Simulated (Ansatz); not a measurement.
Relaxation of Hf₇SiO₁₆

All numbers below come from DFT PBEsol, scalar-relativistic, plane waves, PAW (Ansatz). Settings: 420 eV cutoff, 2×2×2 k-mesh, Gaussian smearing of 0.01 eV, collinear spin.

What was changed: Si on a Hf site (Wyckoff letter a), charge +1, atoms relaxed at the host's cell.

Spin-orbit coupling is left out, which matters for the bands and energies of heavy elements.

In a supercell of 24 atoms the defect feels its periodic images, and the cell reads as a metal on the mesh, so a level in the gap can't be told from a carrier in the bands.

Command:

```bash
ansatz run input.yaml --threads 4 --pin off --max-ram 10240MiB --backend cpu --events-out ev --progress --plain --runs-dir out
```

Input:

```yaml
crystal:
  lattice:
    - [-4.8301248097, 4.8301248097, 0.0]
    - [-4.8301248097, -4.8301248097, 0.0]
    - [4.8301248097, 0.0, 6.4194328281]
  atoms:
    - { symbol: Si, position: [0.0015933544, 1.0327423607, -0.0017737621], spin: 0.143 }
    - { symbol: Hf, position: [0.2445446494, 0.2444184954, 0.4875143232] }
    - { symbol: Hf, position: [0.5011335009, 0.5000770066, 0.0007445002] }
    - { symbol: Hf, position: [0.7578099281, 0.757653239, 0.5139784752] }
    - { symbol: Hf, position: [0.6230851906, 0.1225312995, 0.2445866478] }
    - { symbol: Hf, position: [0.8776531474, 0.3798551084, 0.7537507806] }
    - { symbol: Hf, position: [0.1246620255, 0.6268488157, 0.2477450917] }
    - { symbol: Hf, position: [0.3792757751, 0.878691565, 0.7569092787] }
    - { symbol: O, position: [0.9265118385, 0.1128512051, 0.2120961433], spin: 0.143 }
    - { symbol: O, position: [0.1788000431, 0.3681370476, 0.7421845657] }
    - { symbol: O, position: [0.4373745956, 0.6267066457, 0.2593231457] }
    - { symbol: O, position: [0.7174268239, 0.9042781516, 0.7924645615], spin: 0.143 }
    - { symbol: O, position: [0.5011540557, 0.1976330996, 0.0007493973] }
    - { symbol: O, position: [0.7502877057, 0.4425546472, 0.4990081772] }
    - { symbol: O, position: [0.0019151657, 0.688432838, 0.0027997872], spin: 0.143 }
    - { symbol: O, position: [0.2520201038, 0.9442959826, 0.5024897063] }
    - { symbol: O, position: [0.50115137, 0.803464296, 0.0007501072] }
    - { symbol: O, position: [0.7474870784, 0.0514515527, 0.4934127372] }
    - { symbol: O, position: [-0.0007959865, 0.2884651602, 0.0011880597], spin: 0.143 }
    - { symbol: O, position: [0.2548139085, 0.5587848131, 0.5080864293] }
    - { symbol: O, position: [0.2883252229, 0.1097667822, 0.211798008], spin: 0.143 }
    - { symbol: O, position: [0.5649444469, 0.3681430651, 0.7421900834] }
    - { symbol: O, position: [0.8235048293, 0.6266976294, 0.2593019167] }
    - { symbol: O, position: [0.0814643199, 0.8998971686, 0.7920307403], spin: 0.143 }
  host:
    lattice:
      - [4.8301248097, 0.0, 0.0]
      - [0.0, 4.8301248097, 0.0]
      - [0.0, 0.0, 3.209716414]
    atoms:
      - { symbol: Hf, position: [0.0, 0.0, 0.0] }
      - { symbol: Hf, position: [0.5, 0.5, 0.5] }
      - { symbol: O, position: [0.1949699023, 0.8050300977, 0.5] }
      - { symbol: O, position: [0.3050300977, 0.3050300977, 0.0] }
      - { symbol: O, position: [0.6949699023, 0.6949699023, 0.0] }
      - { symbol: O, position: [0.8050300977, 0.1949699023, 0.5] }
total_charge: 1
basis:
  ecutwfc: 420
  xc_grid: 2
kpoints:
  mp_grid: { grid: [2, 2, 2], shift: [0.0, 0.0, 0.0] }
hamiltonian:
  xc: pbesol
scf:
  occupations: { method: gaussian, width: 0.01 }
output:
  forces: true
  stress: false
  eigenvalues: true
  populations: true
  charged_corrections:
    defect_position: [0.0, 1.0, 0.0]
    epsilon: [[27.3137, 0.0, 0.0], [0.0, 27.3137, 0.0], [0.0, 0.0, 31.2391]]
  write_density: true
  write_potential: true
  elf: true
  volumetric_format: npy
magnetization:
  spin_polarized: true
relax:
  adjacent_minimum: "off"
  f_tol: 0.025
  max_steps: 45
```

F is the free energy.

Steps:

```csv
step,F − F(1) (eV),largest force component (eV/Å)
1,0.0000,0.833
2,-0.0424,0.241
3,-0.0522,0.466
4,-0.0868,0.140
5,-0.0838,0.192
6,-0.0913,0.014
```

Relaxed structure:

```
CELL_PARAMETERS angstrom
-4.83012 4.83012 0.00000
-4.83012 -4.83012 0.00000
4.83012 0.00000 6.41943
ATOMIC_POSITIONS crystal
Si 0.00152 0.00166 0.00098
Hf 0.24643 0.24619 0.49048
Hf 0.50146 0.50142 0.00098
Hf 0.75669 0.75668 0.51149
Hf 0.62326 0.12297 0.24405
Hf 0.87586 0.37573 0.74960
Hf 0.12715 0.62714 0.25235
Hf 0.37986 0.87990 0.75790
O 0.92655 0.10765 0.21336
O 0.17902 0.37334 0.74483
O 0.43506 0.62944 0.25703
O 0.71420 0.89531 0.78867
O 0.50149 0.19785 0.00097
O 0.75033 0.44405 0.49873
O 0.00149 0.71669 0.00096
O 0.25265 0.94631 0.50322
O 0.50149 0.80500 0.00096
O 0.75030 0.05651 0.49868
O 0.00151 0.28602 0.00097
O 0.25267 0.55881 0.50325
O 0.28881 0.10760 0.21329
O 0.56795 0.37338 0.74493
O 0.82396 0.62946 0.25709
O 0.07645 0.89526 0.78857
```

The run converged. It took 53 s on 4 threads of AMD EPYC 9R45 96-Core Processor (Zen 5), with other jobs on the host, peak memory 1.7 GiB.